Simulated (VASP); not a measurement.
# MoSe2 (P6_3/mmc) in VASP: a series of runs, part 2 of 2

VASP 6.6.1.

## Step 4: Relaxation of cell and atoms, PBEsol

This run uses another cell than the first one, of 20.34 Å³/atom, 1.030 times its volume.

INCAR reads:

```
SYSTEM = MoSe2
ALGO = Normal ; EDIFF = 1E-7
EDIFFG = -0.005 ; ENCUT = 600
GGA = PS ; IBRION = 2
ISIF = 3 ; ISMEAR = 0
KPAR = 2 ; LASPH = .TRUE.
LCHARG = .FALSE. ; LREAL = .FALSE.
LWAVE = .FALSE. ; NELM = 80
NSW = 90 ; PREC = Accurate
SIGMA = 0.03
```

KPOINTS reads:

```
k-points
0
G
  9 9 2
  0 0 0
```

POSCAR reads:

```
MoSe2                                   
1.0
    3.2716479417     -0.0000000000      0.0000000000
   -1.6358239709      2.8333302297      0.0000000000
   -0.0000000000      0.0000000000     13.1641254958
  Mo              Se            
     2     4
Direct
     0.3333333332999970    0.6666666667000030    0.2500000000000000
     0.6666666667000030    0.3333333332999970    0.7500000000000000
     0.3333333332999970    0.6666666667000030    0.6234345224505395
     0.6666666667000030    0.3333333332999970    0.1234345224505395
     0.3333333332999970    0.6666666667000030    0.8765654775494605
     0.6666666667000030    0.3333333332999970    0.3765654775494605
```

Potentials or basis: VASP PAW PBE potentials, release 64 (Mo_sv, Se).

Run with:

```console
$ cat potpaw_PBE.64/Mo_sv/POTCAR potpaw_PBE.64/Se/POTCAR > POTCAR
$ mpirun -np 2 vasp_std > vasp.out
```

OUTCAR:

```text
SYSTEM = MoSe2
   EDIFF = 1E-7
   EDIFFG = -0.005
   ENCUT = 600
   GGA = PS
   IBRION = 2
   ISIF = 3
   ISMEAR = 0
   LASPH = .TRUE.
   LREAL = .FALSE.
   NELM = 80
   NSW = 90
   PREC = Accurate

 ion  position               nearest neighbor table
   1  0.333  0.667  0.250-   4 2.52   6 2.52   4 2.52   6 2.52   4 2.52   6 2.52
   2  0.667  0.333  0.750-   3 2.52   5 2.52   3 2.52   5 2.52   3 2.52   5 2.52
   3  0.333  0.667  0.623-   2 2.52   2 2.52   2 2.52
   4  0.667  0.333  0.123-   1 2.52   1 2.52   1 2.52
   5  0.333  0.667  0.877-   2 2.52   2 2.52   2 2.52
   6  0.667  0.333  0.377-   1 2.52   1 2.52   1 2.52

  LATTYP: Found a hexagonal cell.
 ALAT       =     3.2716479417
 C/A-ratio  =     4.0236986774

  Lattice vectors:

[... 197 lines left out ...]
  -------------------------------------------------------------------------------------
  Total       -0.0315627     -0.0315627     -0.0418927      0.0000000     -0.0000000     -0.0000000
  in kB       -0.4144087     -0.4144087     -0.5500390      0.0000000     -0.0000000     -0.0000000
  external PRESSURE =      -0.4596188 kB  Pullay stress =       0.0000000 kB
[... 227 lines left out ...]
--------------------------------------- Ionic step        7  -------------------------------------------

 number of electron      51.9999997 magnetization

 Free energy of the ion-electron system (eV)
  ---------------------------------------------------
  ext. energy  EPLUGINS =         0.00000000
  ---------------------------------------------------
  free energy    TOTEN  =       -43.26357861 eV

  energy without entropy =      -43.26357861  energy(sigma->0) =      -43.26357861

 E-fermi :   6.3149     XC(G=0): -10.7862

 val. band max:        6.1640925138   @ k =   0.0000   0.0000   0.0000
 cond. band min:       7.1564123616   @ k =   0.2222   0.1111   0.0000
 fundamental gap:      0.9923198478
 Fermi energy:         6.3149429816

 k-point     1 :       0.0000    0.0000    0.0000
  band No.  band energies     occupation
      1     -54.8258      2.00000
      2     -54.8258      2.00000
      3     -29.0381      2.00000
      4     -29.0380      2.00000
      5     -28.8242      2.00000
      6     -28.8242      2.00000
[... 838 lines left out ...]
  FREE ENERGIE OF THE ION-ELECTRON SYSTEM (eV)
  ---------------------------------------------------
  free  energy   TOTEN  =       -43.2635786054 eV

  energy  without entropy=      -43.2635786054  energy(sigma->0) =      -43.26357861

 reached required accuracy - stopping structural energy minimisation
```

OSZICAR:

```text
N       E                     dE             d eps       ncg     rms          rms(c)
DAV:   1     0.478512323937E+03    0.47851E+03   -0.31213E+04  1672   0.175E+03
DAV:   2    -0.194765133319E+02   -0.49799E+03   -0.48846E+03  1875   0.405E+02
[... 60 lines left out ...]
DAV:   1    -0.432641483018E+02   -0.60381E-03   -0.22290E-02  1511   0.952E-01    0.157E-01
DAV:   2    -0.432637515169E+02    0.39678E-03   -0.46767E-03  1753   0.371E-01    0.903E-02
DAV:   3    -0.432635999719E+02    0.15154E-03   -0.80027E-04  1629   0.126E-01    0.292E-02
DAV:   4    -0.432635772239E+02    0.22748E-04   -0.14707E-04  1604   0.659E-02    0.141E-02
DAV:   5    -0.432635782646E+02   -0.10407E-05   -0.51750E-06  1863   0.110E-02    0.920E-03
DAV:   6    -0.432635785437E+02   -0.27915E-06   -0.98071E-07  1706   0.457E-03    0.252E-03
DAV:   7    -0.432635786054E+02   -0.61668E-07   -0.26611E-07  1210   0.253E-03
   7 F= -.43263579E+02 E0= -.43263579E+02  d E =-.496826E-04
```

CONTCAR:

```text
MoSe2
   1.00000000000000
     3.2708717537834069    0.0000000000000136   -0.0000000000000000
    -1.6354358769416795    2.8326580312461491    0.0000000000000000
     0.0000000000000000   -0.0000000000000000   13.1399269462819639
  Mo              Se
     2     4
Direct
     0.3333333332999970    0.6666666667000030    0.2500000000000000
     0.6666666667000030    0.3333333332999970    0.7500000000000000
     0.3333333332999970    0.6666666667000030    0.6231807473536600
     0.6666666667000030    0.3333333332999970    0.1231807473536603
     0.3333333332999970    0.6666666667000030    0.8768192526463400
     0.6666666667000030    0.3333333332999970    0.3768192526463398

  0.00000000E+00  0.00000000E+00  0.00000000E+00
  0.00000000E+00  0.00000000E+00  0.00000000E+00
  0.00000000E+00  0.00000000E+00  0.00000000E+00
  0.00000000E+00  0.00000000E+00  0.00000000E+00
  0.00000000E+00  0.00000000E+00  0.00000000E+00
  0.00000000E+00  0.00000000E+00  0.00000000E+00
```

Wall time 3.4 min (2 MPI ranks of AMD EPYC 9R45 (Zen 5), shared host); peak memory 0.31 GiB.

What came out:

```yaml
Free_energy: -43.2636 eV
Relaxed_volume: 20.29 Å³/atom
Relaxed_cell: a = 3.271 Å, b = 3.271 Å, c = 13.140 Å, α = 90.00°, β = 90.00°, γ = 120.00°
Space_group_after_relaxing_to_0.05_Å: P6_3/mmc (No. 194)
Energy_gained_by_relaxing: 0.0 meV/atom
Ionic_steps: 7
Pressure_after_relaxing: 0.0 GPa
Largest_force_after_relaxing: 0.003 eV/Å
Band_gap_on_the_k_mesh: 0.99 eV, indirect (least direct gap 1.49 eV)
```

Forces on the atoms (eV/Å):
```
Mo   0.000  0.000  0.000
Mo   0.000  0.000  0.000
Se   0.000  0.000 -0.003
Se   0.000  0.000 -0.003
Se   0.000  0.000  0.003
Se   0.000  0.000  0.003
```

Final structure:
```cif
data_structure
_symmetry_space_group_name_H-M 'P 1'
_symmetry_Int_Tables_number 1
_cell_length_a 3.2709
_cell_length_b 3.2709
_cell_length_c 13.1399
_cell_angle_alpha 90.000
_cell_angle_beta 90.000
_cell_angle_gamma 120.000
_cell_volume 121.74
loop_
_atom_site_label
_atom_site_type_symbol
_atom_site_fract_x
_atom_site_fract_y
_atom_site_fract_z
_atom_site_occupancy
Mo1 Mo 0.33333 0.66667 0.25000 1
Mo2 Mo 0.66667 0.33333 0.75000 1
Se1 Se 0.33333 0.66667 0.62318 1
Se2 Se 0.66667 0.33333 0.12318 1
Se3 Se 0.33333 0.66667 0.87682 1
Se4 Se 0.66667 0.33333 0.37682 1
```

Caveat: the PAW data sets were made with another functional, which shifts forces and pressure a little; an odd mesh through Γ misses points on the zone boundary, where band edges often lie; this functional lacks dispersion, which binds the layers, so the pressure and a relaxed spacing across them are unreliable.
